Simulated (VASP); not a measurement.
Input of a VASP 6.6.1 run:

INCAR

```
SYSTEM = Zr
PREC     = Accurate       ! precision mode
ENCUT    = 600            ! plane-wave cutoff, eV
EDIFF    = 1E-7           ! SCF threshold, eV
ISMEAR   = 0              ! smearing method
SIGMA    = 0.1            ! smearing width, eV
LREAL    = .False.        ! projectors in reciprocal space
LASPH    = .True.         ! aspherical terms in the spheres
NELM     = 100            ! most SCF steps
ALGO     = Normal         ! electronic algorithm
ISIF     = 3              ! what is computed and relaxed
LWAVE    = .False.        ! write WAVECAR
LCHARG   = .False.        ! write CHGCAR
GGA      = PE             ! functional
IBRION   = 2              ! ionic algorithm
NSW      = 90             ! ionic steps
EDIFFG   = -0.005         ! ionic threshold
```

Contents of KPOINTS:

```
regular mesh
0
Gamma
  16 16 16
  0 0 0
```

The input POSCAR:

```
Zr
1.0
   -1.7908472700      1.7908472700      1.7908472700
    1.7908472700     -1.7908472700      1.7908472700
    1.7908472700      1.7908472700     -1.7908472700
Zr
1
Direct
    0.0000000000      0.0000000000      0.0000000000
```

Potentials or basis: VASP PAW PBE potentials, release 64 (Zr_sv).

Run with:

```bash
$ cat potpaw_PBE.64/Zr_sv/POTCAR > POTCAR
$ mpirun -np 1 vasp_std > vasp.out
```

Q: What does it give for the band gap on the k mesh?

A: None (metal or under the smearing width).

Q: Predict the space group after relaxing (to 0.05 Å).

A: Im-3m (No. 229).

Final structure:
```xyz
1
Lattice="-1.7875 1.7875 1.7875 1.7875 -1.7875 1.7875 1.7875 1.7875 -1.7875" Properties=species:S:1:pos:R:3 pbc="T T T"
Zr    0.0000    0.0000    0.0000
```
